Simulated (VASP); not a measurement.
InSe: G0W0 quasiparticle levels with PBEsol

InSe:

```
In Se
1.0
     5.82639   -2.05465    0.00000
     5.82639    2.05465    0.00000
    -1.72323    0.00000    4.77135
In Se
2 2
Direct
  0.88820 0.88820 0.04684
  0.11180 0.11180 0.95316
  0.66093 0.66093 0.66896
  0.33907 0.33907 0.33104
```

The cell comes from a database or a generator and needn't be the stable form of this composition.

* Program: VASP 6.6.1
* Task: G0W0 quasiparticle levels
* Functional: PBEsol
* Potentials or basis: VASP PAW PBE potentials, release 64 (In_d_GW, Se_GW)
* Cutoff: 500 eV
* k mesh: 4 × 4 × 2
* Occupations: gaussian, width 0.01 eV
* Spin: no spin polarisation
* Ladder: free
* GW scheme: G0W0
* GW iterations: 1
* Cutoff of the response function: 120
* Frequency points: 50
* Empty bands: 341
* Further INCAR settings: ALGO = EVGW0; EDIFF = 1e-08; NBANDS = 360

* Band gap on the k mesh, mean-field level: 1.12 eV, indirect (least direct gap 1.44 eV)
* Quasiparticle gap: 1.82 eV
* Least direct quasiparticle gap: 2.17 eV

Levels at points of the mesh, in eV from the valence-band top:
| k point | band 15 | band 16 | band 17 | band 18 | band 19 | band 20 | band 21 | band 22 | band 23 |
| --- | --- | --- | --- | --- | --- | --- | --- | --- | --- |
| (0.00, 0.00, 0.00) | -3.66 | -2.19 | -1.91 | -1.30 | -1.07 | 2.71 | 3.00 | 3.62 | 4.88 |
| (0.50, 0.00, 0.00) | -2.41 | -2.11 | -1.73 | -1.50 | -1.13 | 1.65 | 2.44 | 3.68 | 3.69 |
| (0.50, 0.50, 0.00) | -2.32 | -2.30 | -1.13 | -0.63 | 0.00 | 1.50 | 2.63 | 3.39 | 4.00 |
| (0.00, 0.00, 0.50) | -2.13 | -1.71 | -1.40 | -1.00 | -0.33 | 1.12 | 2.09 | 3.57 | 3.93 |
| (0.50, 0.00, 0.50) | -3.28 | -2.90 | -2.10 | -2.05 | -1.24 | 2.49 | 3.42 | 3.70 | 4.73 |
| (0.50, 0.50, 0.50) | -2.28 | -1.61 | -1.23 | -0.67 | -0.43 | 2.17 | 3.02 | 3.44 | 4.76 |

Run time: 11 min on 4 MPI ranks on Intel(R) Xeon(R) Platinum 8488C (Sapphire Rapids) (shared host), peak memory 2.8 GiB a rank.

Caveat: the k mesh is coarse (spacing up to 0.66 Å⁻¹), so the values aren't converged; bands, screening cutoff and mesh are small and nothing is extrapolated, so the quasiparticle values aren't converged; spin-orbit coupling is left out, which moves the levels of the heavy elements. A k mesh can miss the band edges.
